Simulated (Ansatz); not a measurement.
# Electron scattering at the Σ3 (112) boundary in bcc Ta with H (interstitial)

Wanted: what the Σ3 (112) boundary in bcc Ta with H (interstitial) costs an interconnect.

Method: Ansatz plane-wave DFT, PBE, PAW files; relaxation of a bicrystal slab with its lowest layers held; PAW set soft_1, in the first sound run; inputs show where later runs differ, in Ansatz 0.2.0.

### Step 1. The structure

The cell holds 16 atoms: 15 Ta and 1 H. Cell: a = 2.860 Å, b = 4.671 Å, c = 29.876 Å, α = 90.0°, β = 90.0°, γ = 90.0°. It derives from Ta. built on the (1 1 2) plane; 1 overlapping atoms removed and the grains opened by 0 Å. Vacuum lies along c.

### Step 2. Relaxing the bicrystal

The boundary is built by mirroring the lower grain in the boundary plane and removing any atoms that overlap; then the H is put in at the boundary. A thin bicrystal slab is relaxed first, with the lowest layers held and the upper grain free to shift and open.

Input file input.yaml:

```yaml
crystal:
  lattice:
    - [2.8601008575, 0.0, 0.0]
    - [0.0, 4.6705251426, 0.0]
    - [0.0, 0.0, 29.8757026388]
  atoms:
    - { symbol: Ta, position: [0.0, 0.0, 0.1673600805] }
    - { symbol: Ta, position: [0.3333333333, 0.5, 0.2124892107] }
    - { symbol: Ta, position: [0.6666666667, 0.0, 0.2576183409] }
    - { symbol: Ta, position: [0.0, 0.5, 0.3027474711] }
    - { symbol: Ta, position: [0.3333333333, 0.0, 0.3478766013] }
    - { symbol: Ta, position: [0.6666666667, 0.5, 0.3930057315] }
    - { symbol: Ta, position: [0.0, 0.0, 0.4381348617] }
    - { symbol: H, position: [0.1666666667, 0.4166666667, 0.4381348617] }
    - { symbol: Ta, position: [0.6666666667, 0.5, 0.4832639919] }
    - { symbol: Ta, position: [0.3333333333, 0.0, 0.5283931221] }
    - { symbol: Ta, position: [0.0, 0.5, 0.5735222523] }
    - { symbol: Ta, position: [0.6666666667, 0.0, 0.6186513825] }
    - { symbol: Ta, position: [0.3333333333, 0.5, 0.6637805127] }
    - { symbol: Ta, position: [0.0, 0.0, 0.7089096429] }
    - { symbol: Ta, position: [0.6666666667, 0.5, 0.7540387731] }
    - { symbol: Ta, position: [0.3333333333, 0.0, 0.7991679033] }
kpoints:
  mp_grid: { grid: [8, 5, 1] }
hamiltonian:
  xc: pbe
  pseudopotentials: { kind: paw, azcp: { folder: soft_1 } }
scf:
  occupations: { method: fermi_dirac, width: 0.1 }
relax:
  f_tol: 0.03
  max_steps: 80
  constraints: [{ sites: [0, 1, 2] }]
```

Started as:

```sh
> ansatz run input.yaml --threads 4 --pin off --max-ram 15360MiB --backend cpu --events-out ev --progress --plain --runs-dir out
```

Numbers of over 12 decimals in the logs are rounded to 6 here.

The program printed:

```text
Engine: ansatz 0.2.0, aarch64-unknown-linux-gnu
Pseudopotentials: kind: paw
Pseudopotential: Ta, paw, valence charge 13, recommended cutoff 420 eV (normal), soft_1/Ta.paw.azcp
Pseudopotential: H, paw, valence charge 1, recommended cutoff 420 eV (normal), soft_1/H.paw.azcp
Functional definition: PBE
  parameter kappa = 0.804
  parameter beta = 0.066725
  exchange = pbe_x(kappa = kappa, mu = beta*pi^2/3)
  correlation = pbe_c(beta = beta)
Crystal: 16 atoms, lattice volume = 399.085 Å³
Basis set: ecut = 420 eV, 7833 PW (Γ), exchange–correlation on 40×64×400 points (8 copies of the dense FFT grid, shifted against one another)
Bands: 118, of which v1, the nominal top of the filled ones, is band 98 counted from 1 (97 counted from 0)
Symmetry: 1 space group operations
Space group: P1 (ITA 1), of the structure as read, at distance tolerance 7.4e-5 Å
k-points: 21 of 40 (time reversal used)
Non-local potential: Ta, projectors of the file, l = 0: 3, l = 1: 2, l = 2: 2, l = 3: 1
Non-local potential: H, projectors of the file, l = 0: 2, l = 1: 1
PAW form: soft (Blöchl's): semilocal exchange-correlation on the pseudo side does not see the compensation charge
PAW one-centre angular grid: Ta, 590 points (default); XC on 64 Gauss nodes
PAW one-centre angular grid: H, 110 points (default); XC on 64 Gauss nodes
Initial density: superposition of atomic densities (neutral atoms: chi_scale 0, normalization atom)
Initial wavefunctions: pseudopotential atomic-orbital guess
Functional: x = pbe(κ = 0.804, μ = 0.219515), c = pbe(β = 0.066725)
SCF iter   1: F=—  HF=-149018.515875 eV  |F-HF|=—  |Δ(HF+E_count)|=         —  Δρ=5.24e-2  dr2=3.39e2  ethr=3.10e-3  ⟨swp⟩=8.8  Hψ=11555  notcnv=0  defer=1
preconditioner: auto → LDOS  [metal: Δε(μ)=0.016 eV  Ē_g=4.521 eV  σ=0.100 eV  W_gap=0.04  n_scr=78 (ndim 8)  ℏωp=16.2 eV  f_vac=0.262  D(μ)=11.93/eV (n_scr^D=74)  β→1.0]
SCF iter   2: F=—  HF=-149019.223877 eV  |F-HF|=—  |Δ(HF+E_count)|=   7.08e-1  Δρ=5.48e-2  dr2=5.55e2  ethr=3.10e-3  ⟨swp⟩=14.2  Hψ=14780  notcnv=0  defer=37
SCF iter   3: F=—  HF=-149009.852330 eV  |F-HF|=—  |Δ(HF+E_count)|=    9.37e0  Δρ=1.25e-2  dr2=6.03e0  ethr=3.10e-3  ⟨swp⟩=12.6  Hψ=10411  notcnv=0  defer=29
SCF iter   4: F=—  HF=-149009.794141 eV  |F-HF|=—  |Δ(HF+E_count)|=   5.82e-2  Δρ=3.72e-3  dr2=2.60e-1  ethr=3.08e-3  ⟨swp⟩=3.0  Hψ=2957  notcnv=0  defer=19
SCF iter   5: F=—  HF=-149009.795974 eV  |F-HF|=—  |Δ(HF+E_count)|=   1.83e-3  Δρ=1.55e-3  dr2=2.89e-1  ethr=1.33e-4  ⟨swp⟩=3.9  Hψ=4027  notcnv=0  defer=23
SCF iter   6: F=—  HF=-149009.789629 eV  |F-HF|=—  |Δ(HF+E_count)|=   6.35e-3  Δρ=5.45e-4  dr2=6.55e-3  ethr=1.33e-4  ⟨swp⟩=1.9  Hψ=2712  notcnv=0  defer=19
SCF iter   7: F=—  HF=-149009.789603 eV  |F-HF|=—  |Δ(HF+E_count)|=   2.51e-5  Δρ=2.13e-4  dr2=5.69e-4  ethr=3.34e-6  ⟨swp⟩=2.8  Hψ=3593  notcnv=0  defer=19
SCF iter   8: F=—  HF=-149009.789573 eV  |F-HF|=—  |Δ(HF+E_count)|=   3.08e-5  Δρ=9.22e-5  dr2=7.14e-5  ethr=2.90e-7  ⟨swp⟩=2.1  Hψ=4354  notcnv=0  defer=18
SCF iter   9: F=—  HF=-149009.789570 eV  |F-HF|=—  |Δ(HF+E_count)|=   2.44e-6  Δρ=3.56e-5  dr2=4.37e-5  ethr=1.15e-8  ⟨swp⟩=5.4  Hψ=9453  notcnv=0
SCF iter  10: F=-149009.789597 eV  HF=-149009.789596 eV  |F-HF|=1.18e-6  |Δ(HF+E_count)|=   2.62e-5  Δρ=1.23e-5  dr2=2.44e-6  ethr=1.15e-8  ⟨swp⟩=3.0  Hψ=8404  notcnv=0
SCF 1 converged in 10 iterations: F = -149009.789597 eV  dr2 = 2.44e-6
  greatest PAW one-centre occupation: 0.999 electrons in one spin orbital (limit 2), on the Ta atom at site 2 (counted from 0), in its partial waves of l = 0
relax step   1: F+E_penalty+E_count = -149009.78959748 eV  Δ(F+E_penalty+E_count) = +0.000e0 eV  max|allowed force component| = 2.065e0 eV/Å  Δτ_max = 0.0000 Å  (10 SCF iters, dr2 threshold 2.25e-5 eV, accepted)
Initial density: handed on by an earlier stage of this run
Initial wavefunctions: those handed on with the density
SCF iter   1: F=—  HF=-149010.384365 eV  |F-HF|=—  |Δ(HF+E_count)|=         —  Δρ=1.57e-2  dr2=1.30e1  ethr=3.10e-3  ⟨swp⟩=7.7  Hψ=6330  notcnv=0  defer=21
preconditioner: auto → LDOS  [metal: Δε(μ)=0.002 eV  Ē_g=3.995 eV  σ=0.100 eV  W_gap=0.00  n_scr=78 (ndim 8)  ℏωp=16.2 eV  f_vac=0.272  D(μ)=18.73/eV (n_scr^D=188)  β→1.0]
SCF iter   2: F=—  HF=-149010.023495 eV  |F-HF|=—  |Δ(HF+E_count)|=   3.61e-1  Δρ=6.64e-3  dr2=3.97e-1  ethr=3.10e-3  ⟨swp⟩=2.5  Hψ=4070  notcnv=0  defer=21
SCF iter   3: F=—  HF=-149009.980506 eV  |F-HF|=—  |Δ(HF+E_count)|=   4.30e-2  Δρ=3.14e-3  dr2=1.17e-1  ethr=2.03e-4  ⟨swp⟩=2.5  Hψ=5041  notcnv=0  defer=23
SCF iter   4: F=—  HF=-149009.956178 eV  |F-HF|=—  |Δ(HF+E_count)|=   2.43e-2  Δρ=5.75e-4  dr2=4.95e-3  ethr=5.98e-5  ⟨swp⟩=2.0  Hψ=4368  notcnv=0  defer=22
SCF iter   5: F=—  HF=-149009.955303 eV  |F-HF|=—  |Δ(HF+E_count)|=   8.74e-4  Δρ=2.01e-4  dr2=5.59e-4  ethr=2.52e-6  ⟨swp⟩=2.0  Hψ=3343  notcnv=0  defer=22
SCF iter   6: F=-149009.955247 eV  HF=-149009.955267 eV  |F-HF|=2.01e-5  |Δ(HF+E_count)|=   3.62e-5  Δρ=4.78e-5  dr2=3.51e-5  ethr=5.10e-8  ⟨swp⟩=3.1  Hψ=10545  notcnv=0
SCF 2 converged in 6 iterations: F = -149009.955247 eV  dr2 = 3.51e-5
  greatest PAW one-centre occupation: 0.999 electrons in one spin orbital (limit 2), on the Ta atom at site 3 (counted from 0), in its partial waves of l = 0
relax step   2: F+E_penalty+E_count = -149009.95524707 eV  Δ(F+E_penalty+E_count) = -1.656e-1 eV  max|allowed force component| = 1.611e0 eV/Å  Δτ_max = 0.1915 Å  (6 SCF iters, dr2 threshold 1.00e-4 eV, accepted)
SCF iter   1: F=—  HF=-149010.395614 eV  |F-HF|=—  |Δ(HF+E_count)|=         —  Δρ=1.28e-2  dr2=7.89e0  ethr=3.10e-3  ⟨swp⟩=5.4  Hψ=5589  notcnv=0  defer=18
preconditioner: auto → LDOS  [metal: Δε(μ)=0.013 eV  Ē_g=3.952 eV  σ=0.100 eV  W_gap=0.03  n_scr=78 (ndim 8)  ℏωp=16.2 eV  f_vac=0.265  D(μ)=19.74/eV (n_scr^D=202)  β→1.0]
SCF iter   2: F=—  HF=-149010.251196 eV  |F-HF|=—  |Δ(HF+E_count)|=   1.44e-1  Δρ=4.55e-3  dr2=1.15e0  ethr=3.10e-3  ⟨swp⟩=2.0  Hψ=3027  notcnv=0  defer=15
SCF iter   3: F=—  HF=-149010.238492 eV  |F-HF|=—  |Δ(HF+E_count)|=   1.27e-2  Δρ=2.91e-3  dr2=1.07e-1  ethr=5.84e-4  ⟨swp⟩=2.1  Hψ=3768  notcnv=0  defer=15
SCF iter   4: F=—  HF=-149010.217185 eV  |F-HF|=—  |Δ(HF+E_count)|=   2.13e-2  Δρ=5.15e-4  dr2=3.41e-3  ethr=5.48e-5  ⟨swp⟩=2.0  Hψ=4731  notcnv=0  defer=15
SCF iter   5: F=—  HF=-149010.216310 eV  |F-HF|=—  |Δ(HF+E_count)|=   8.76e-4  Δρ=1.34e-4  dr2=2.02e-4  ethr=1.74e-6  ⟨swp⟩=3.0  Hψ=4686  notcnv=0  defer=15
SCF iter   6: F=-149010.216323 eV  HF=-149010.216336 eV  |F-HF|=1.29e-5  |Δ(HF+E_count)|=   2.61e-5  Δρ=4.29e-5  dr2=2.83e-5  ethr=5.10e-8  ⟨swp⟩=3.0  Hψ=9342  notcnv=0
SCF 3 converged in 6 iterations: F = -149010.216323 eV  dr2 = 2.83e-5
relax step   3: F+E_penalty+E_count = -149010.21632276 eV  Δ(F+E_penalty+E_count) = -2.611e-1 eV  max|allowed force component| = 2.001e-1 eV/Å  Δτ_max = 0.1941 Å  (6 SCF iters, dr2 threshold 1.00e-4 eV, accepted)
[...]
relax step   4: F+E_penalty+E_count = -149010.16184806 eV  Δ(F+E_penalty+E_count) = +5.447e-2 eV  max|allowed force component| = 6.923e-1 eV/Å  Δτ_max = 0.2000 Å  (8 SCF iters, dr2 threshold 2.50e-6 eV, rejected (line search))
[...]
relax step   5: F+E_penalty+E_count = -149010.24385389 eV  Δ(F+E_penalty+E_count) = -2.753e-2 eV  max|allowed force component| = 3.728e-2 eV/Å  Δτ_max = 0.0973 Å  (8 SCF iters, accepted)
SCF iter   1: F=—  HF=-149010.261454 eV  |F-HF|=—  |Δ(HF+E_count)|=         —  Δρ=3.97e-3  dr2=1.09e0  ethr=1.80e-3  ⟨swp⟩=4.0  Hψ=4591  notcnv=0  defer=13
preconditioner: auto → LDOS  [metal: Δε(μ)=0.022 eV  Ē_g=3.932 eV  σ=0.100 eV  W_gap=0.05  n_scr=78 (ndim 8)  ℏωp=16.2 eV  f_vac=0.261  D(μ)=19.74/eV (n_scr^D=202)  β→1.0]
SCF iter   2: F=—  HF=-149010.248872 eV  |F-HF|=—  |Δ(HF+E_count)|=   1.26e-2  Δρ=1.06e-3  dr2=9.65e-2  ethr=5.56e-4  ⟨swp⟩=1.2  Hψ=2863  notcnv=0  defer=13
SCF iter   3: F=—  HF=-149010.248414 eV  |F-HF|=—  |Δ(HF+E_count)|=   4.58e-4  Δρ=6.25e-4  dr2=5.85e-3  ethr=4.92e-5  ⟨swp⟩=1.7  Hψ=2554  notcnv=0  defer=13
SCF iter   4: F=—  HF=-149010.247412 eV  |F-HF|=—  |Δ(HF+E_count)|=   1.00e-3  Δρ=1.22e-4  dr2=2.07e-4  ethr=2.99e-6  ⟨swp⟩=2.1  Hψ=4273  notcnv=0  defer=13
SCF iter   5: F=—  HF=-149010.247379 eV  |F-HF|=—  |Δ(HF+E_count)|=   3.37e-5  Δρ=3.62e-5  dr2=9.16e-6  ethr=1.06e-7  ⟨swp⟩=2.8  Hψ=4497  notcnv=0  defer=13
SCF iter   6: F=—  HF=-149010.247015 eV  |F-HF|=—  |Δ(HF+E_count)|=   3.63e-4  Δρ=1.45e-5  dr2=2.67e-6  ethr=4.67e-9  ⟨swp⟩=2.7  Hψ=4484  notcnv=0  defer=13
SCF iter   7: F=—  HF=-149010.247016 eV  |F-HF|=—  |Δ(HF+E_count)|=   3.67e-7  Δρ=3.82e-6  dr2=3.55e-7  ethr=1.36e-9  ⟨swp⟩=2.1  Hψ=3369  notcnv=0  defer=13
SCF iter   8: F=-149010.247016 eV  HF=-149010.247016 eV  |F-HF|=4.25e-9  |Δ(HF+E_count)|=   4.89e-9  Δρ=1.39e-6  dr2=1.76e-8  ethr=5.10e-11  ⟨swp⟩=5.0  Hψ=9272  notcnv=0
SCF 6 converged in 8 iterations: F = -149010.247016 eV  dr2 = 1.76e-8
relax step   6: F+E_penalty+E_count = -149010.24701574 eV  Δ(F+E_penalty+E_count) = -3.162e-3 eV  max|allowed force component| = 1.848e-2 eV/Å  Δτ_max = 0.0578 Å  (8 SCF iters, accepted)
SCF converged after 8 iterations
Free energy (F): -149010.247016 eV
Harris-Foulkes:  -149010.247016 eV  (|F-HF|=4.25e-9)
Internal energy: -149009.604489 eV  (E = F + TS)
E sigma→0 (E₀):  -149009.925752 eV
Entropy (-TS):   -0.642527 eV (-40.158 meV/atom)
Fermi energy:    11.492715 eV
--- Per-component energies (eV) ---
  E_band       = -2963.117985
  E_kinetic    = 5905.281360
  E_local      = -134928.300986  (includes V_loc(G=0)·N_el)
  E_nonlocal   = -164.586408
  E_hartree    = 65638.563321
  E_xc         = -4820.889362
  E_vxc        = -3507.061816  (∫ρ·V_xc dr)
  E_paw        = -124569.346630  (= ΣΔE_a)
  E_vpaw       = -1545.573952  (= ΣTr[D̂ρ^β])
  E_aug_tail   = 0.000487  (compensation charges beyond the density's cutoff)
  E_ewald      = 43929.673729
  E_smearing   = -0.642527  (= −TS)
  E_closure    = 0.000000  (closes the sum)
  Σ components = -149010.247016   (vs F -149010.247016, Δ=0.00e0)
--- Forces (eV/Å), atoms counted from 1 ---
  atom   1  Ta    -0.35492750    -0.00023896     1.05648291
  atom   2  Ta     0.37806187     0.00388165    -0.48078656
  atom   3  Ta    -0.00009031    -0.00317980    -0.59699362
  atom   4  Ta     0.00065194    -0.00140583     0.01282227
  atom   5  Ta    -0.00010132    -0.00075684     0.00659769
  atom   6  Ta    -0.00987507     0.00731196    -0.00160120
  atom   7  Ta     0.00874432    -0.01554315    -0.00373827
  atom   8  H      0.00911631     0.00481178     0.01662989
  atom   9  Ta    -0.01848043     0.00506276    -0.01100377
  atom  10  Ta    -0.00280334    -0.00117060     0.00114593
  atom  11  Ta    -0.00223382    -0.00002986    -0.00500871
  atom  12  Ta    -0.00344087     0.00086641     0.00470853
  atom  13  Ta    -0.00112019     0.00021060     0.00225748
  atom  14  Ta    -0.00834756     0.00022521    -0.01376677
  atom  15  Ta     0.00222353     0.00026726     0.00580201
  atom  16  Ta     0.00264364    -0.00031203     0.00643268
  max |Σ_I F_I| component: 2.12e-5 eV/Å
--- Relaxed structure (6 steps of the walk, 5 accepted, 0 SCFs on fresh bases) ---
  F+E_penalty+E_count = -149010.24701574 eV   max|allowed force component| = 1.848e-2 eV/Å
  atoms:
    - { symbol: Ta, position: [0.0, 0.0, 0.1673600805] }
    - { symbol: Ta, position: [0.3333333333, 0.5, 0.2124892107] }
    - { symbol: Ta, position: [0.6666666667, 0.0, 0.2576183409] }
    - { symbol: Ta, position: [0.00899846, 0.500594, 0.303632] }
    - { symbol: Ta, position: [0.351346, 0.000458571, 0.348674] }
    - { symbol: Ta, position: [0.689425, 0.501444, 0.392806] }
    - { symbol: Ta, position: [0.040056, -0.00279353, 0.442754] }
    - { symbol: H, position: [0.141937, 0.430739, 0.443187] }
    - { symbol: Ta, position: [0.665505, 0.501208, 0.492284] }
    - { symbol: Ta, position: [0.335885, 0.00010268, 0.536453] }
    - { symbol: Ta, position: [0.00234454, 0.500493, 0.582054] }
    - { symbol: Ta, position: [0.657311, -2.8144680946053288e-5, 0.627726] }
    - { symbol: Ta, position: [0.318121, 0.500030, 0.673198] }
    - { symbol: Ta, position: [-0.023848, 3.56398549551184e-5, 0.718492] }
    - { symbol: Ta, position: [0.669388, 0.500049, 0.765504] }
    - { symbol: Ta, position: [0.251747, 3.140038609977416e-5, 0.803944] }
```

It took 2.4 min on 4 threads of Arm Neoverse V2, shared host; peak memory 1.5 GiB; 9.2 min of CPU time.

Relaxation path:

```csv
step,energy less that of the first step (eV),largest force component (eV/Å)
1,0.0000,2.0648
2,-0.1657,1.6108
3,-0.4267,0.2001
4,-0.3723,0.6923
5,-0.4543,0.0373
6,-0.4574,0.0185
```

Relaxation step 4 was tried and not accepted.

The atoms that moved most (Å):

```csv
atom,dx,dy,dz,length
Ta15,0.008,0.000,0.343,0.343
Ta14,-0.068,0.000,0.286,0.294
Ta13,-0.044,0.000,0.281,0.285
Ta16,-0.233,0.000,0.143,0.274
Ta12,-0.027,0.000,0.271,0.272
Ta9,-0.003,0.006,0.269,0.270
Ta11,0.007,0.002,0.255,0.255
Ta10,0.007,0.000,0.241,0.241
```

This step gave:

| Quantity | Value |
| --- | --- |
| free energy | -149010.2470 eV |
| energy at zero smearing | -149009.9258 eV |
| Fermi energy | 11.49 eV |

The largest force component on a free atom ends at 0.018 eV/Å, under the tolerance of 0.03, after 6 steps.

[end of part 1 of 2]

[Logs are printed without paths, hosts, clocks, repeated set-up lines and the standing remarks that a program may print on its own settings, such as how far it seeks lower states.]

[Hosts, paths, dates, database ids (printed as entryN), source tags and the programs' standing remarks are cut or masked in the printed files.]
